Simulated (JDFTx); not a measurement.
The system is KCl (Sylvite).

```
K Cl
1.0
     0.00000    3.14647    3.14647
     3.14647    0.00000    3.14647
     3.14647    3.14647    0.00000
K Cl
1 1
Cartesian
  0.0000 0.0000 0.0000
  3.1465 3.1465 3.1465
```

Base run:

* Program: JDFTx 1.7.0 (patched build)
* Functional: PBE
* Potentials or basis: PseudoDojo-SR-PBE-0.5-standard
* Cutoff: 1007 eV
* Density cutoff: 8055 eV
* k mesh: 7 × 7 × 7
* Occupations: fermi-dirac, width 0.05 eV
* Spin: no spin polarisation

Its results: band gap on the k mesh 5.19 eV, direct; pressure 0.7 GPa.

**Question.** After a change of settings the same cell gave: band gap on the k mesh 5.17 eV, direct; pressure 1.6 GPa. Which change was it?
A. functional from PBE to LDA; potentials or basis from PseudoDojo-SR-PBE-0.5-standard to PseudoDojo-SR-LDA-0.4.1-standard; cutoff from 1007 eV to 980 eV; density cutoff from 8055 eV to 7837 eV
B. functional from PBE to B3LYP; cutoff from 1007 eV to 898 eV; density cutoff from 8055 eV to 7184 eV; k mesh from 7 × 7 × 7 to 3 × 3 × 3
C. functional from PBE to PBEsol; potentials or basis from PseudoDojo-SR-PBE-0.5-standard to PseudoDojo-SR-PBEsol-0.4.1-standard
D. functional from PBE to BLYP

**Answer.** D.

BLYP binds less tightly than PBE, so the same cell stands under more pressure.

Caveats: the empty levels aren't tightly converged; an odd mesh through Γ misses points on the zone boundary, where band edges often lie; the potentials were made for another functional, which shifts forces and pressure (some runs).

Not every run made on this cell is shown here.
